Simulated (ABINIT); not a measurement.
Here is an ABINIT 10.8.3 (patched build) calculation.

The input run.abi:

```
ndtset 2

pp_dirpath "./"
pseudos "Cd.GGA_PBE-JTH.xml, S.GGA_PBE-JTH.xml"

acell 3*1.0 Angstrom
rprim
     4.1500000000     0.0000000000     0.0000000000
    -2.0750000000     3.5940054257     0.0000000000
     0.0000000000     0.0000000000     6.7370000000
ntypat 2
znucl 48 16
natom 4
typat 1 1 2 2
xred
     0.6666666667     0.3333333333     0.5000000000
     0.3333333333     0.6666666667     0.0000000000
     0.6666666667     0.3333333333     0.8750000000
     0.3333333333     0.6666666667     0.3750000000

ecut 22.0
pawecutdg 44.0
pawxcdev 0

ixc 11

occopt 3
tsmear 0.00183747

nstep 100

iomode 3
prtwf 0
prteig 0
prtebands 0
enunit 1
prtden1 1

kptopt1 1
ngkpt1 6 6 3
nshiftk1 1
shiftk1 0.0 0.0 0.0
nband1 22
tolvrs1 1.0e-9

iscf2 -2
getden2 1
nband2 28
nbdbuf2 4
tolwfr2 1.0e-11
kptopt2 -7
ndivsm2 5
prteig2 1
kptbounds2
     0.0000000000     0.0000000000     0.0000000000
     0.5000000000     0.0000000000     0.0000000000
     0.3333333333     0.3333333333     0.0000000000
     0.0000000000     0.0000000000     0.0000000000
     0.0000000000     0.0000000000     0.5000000000
     0.5000000000     0.0000000000     0.5000000000
     0.3333333333     0.3333333333     0.5000000000
     0.0000000000     0.0000000000     0.5000000000
```

Potentials or basis: JTH PAW PBE v2.0.

Command:

```sh
$ abinit run.abi > log 2>&1
```

Task: Estimate the largest force.

Result: 0.068 eV/Å.

Task: Predict the band gap on the k mesh.

Result: 1.18 eV, direct.

Forces in eV/Å, atoms in the order of the input:
```
Cd   0.000  0.000 -0.068
Cd   0.000  0.000 -0.068
S    0.000  0.000  0.068
S    0.000  0.000  0.068
```

**Experimental background.**

“Isotope dependence of band-gap energy”, 2008, arxiv:0807.2152 quotes, for a bulk crystal of CdS: band gap 2.5809 ± 0.0002 eV.

Against the measured gap of CdS, 2.5809 eV (quoted in “Isotope dependence of band-gap energy”, 2008, arxiv:0807.2152), the calculated 1.18 eV is off by -1.41 eV. So large a miss can be the level of theory's own, or it may mean another phase, state or a wrong row. Spin-orbit coupling on Cd is left out. The value is that of PBE, without temperature or zero-point motion. Semilocal functionals fall short of measured gaps as a rule.
